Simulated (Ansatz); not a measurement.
Sb: frozen-core PAW against all-electron methods

```
Sb
1.0
     3.16000    0.00000    0.00000
     0.00000    3.16000    0.00000
     0.00000    0.00000    3.09680
Sb
1
Direct
  0.00000 0.00000 0.00000
```

The cell is COD entry 9013008, as deposited and not checked against the literature; nothing was relaxed. The listed cell was then made from it by scaling, straining or moving an atom.

No spin–orbit coupling, which matters for the heavy atoms here.

Levels of theory: DFT, PBE, PAW with Ansatz's default frozen-core files, scalar-relativistic (Ansatz 0.2.0); DFT, PBE, all-electron PAW with datasets made for the crystal, scalar-relativistic (Ansatz 0.2.0); DFT, PBE, all-electron LAPW, scalar-relativistic (Ansatz 0.2.0).

For PAW: a Γ-centred 13×13×13 k mesh, Fermi–Dirac smearing of 0.05 eV, cutoff 420 eV, no spin polarisation. The crystal-made all-electron datasets (AE datasets) take a cutoff of 140 eV at this cell. LAPW targets a basis error of 1 meV/atom. The Ansatz runs share mesh, smearing and spin set-up. Plane-wave (PAW) pressures include the program's estimate of the Pulay term.

Stress and pressure are positive in compression.

No spin–orbit coupling: at heavy atoms the gradients can be off by tens of per cent for that reason.

In a metal, gradients converge slowly with the k mesh: the values move by tens of per cent from one mesh to another, at times in sign, so only the comparison on one mesh counts.

| quantity | PAW | AE datasets | LAPW |
| --- | --- | --- | --- |
| pressure (GPa) | -1.52 | -1.51 | -1.51 |
| stress xx (GPa) | -2.55 | -2.55 | -2.55 |
| stress zz (GPa) | 0.54 | 0.55 | 0.55 |
| field gradient Vzz at Sb (10²¹ V/m²) | -0.77 | -0.80 | – |
